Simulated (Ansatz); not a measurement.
Mo, 1 atom in the cell. The typed cell holds 1 atom: a = 2.916 Å, b = 2.841 Å, c = 2.814 Å, α = 60.49°, β = 58.70°, γ = 59.90°. This isn't the form of Mo at room conditions, which is bcc. The cell isn't the ideal one: cell strained at random at fixed volume.

```yaml
Program: Ansatz 0.2.0
Task: relaxation of cell and atoms
Functional: PBEsol
Dispersion: D3(BJ)
Potentials_or_basis: all-electron LAPW, inner shells corrected to Dirac's equation
Basis_error_allowed: 0.0005 eV/atom
k_mesh: 8 × 8 × 8
Occupations: fermi-dirac, width 0.05 eV
Spin: non-collinear spin, program default start
```

Potentials or basis: all-electron LAPW, inner shells corrected to Dirac's equation.

Launch:

```console
$ ansatz run input.yaml --threads 1 --pin off --max-ram 2560MiB --backend cpu --events-out ev --progress --plain --runs-dir out
```

Hardware: 1 thread of Intel(R) Xeon(R) Platinum 8375C CPU @ 2.90GHz (Ice Lake), with other jobs on the host.

Task: How long does it take, and how much memory?

Result: Wall time 16 min on 1 thread of Intel(R) Xeon(R) Platinum 8375C CPU @ 2.90GHz (Ice Lake), with other jobs on the host, peak memory 0.88 GiB. Counts: scf iterations 51, plane waves 177, k points 260, bands 38, ion steps 10.
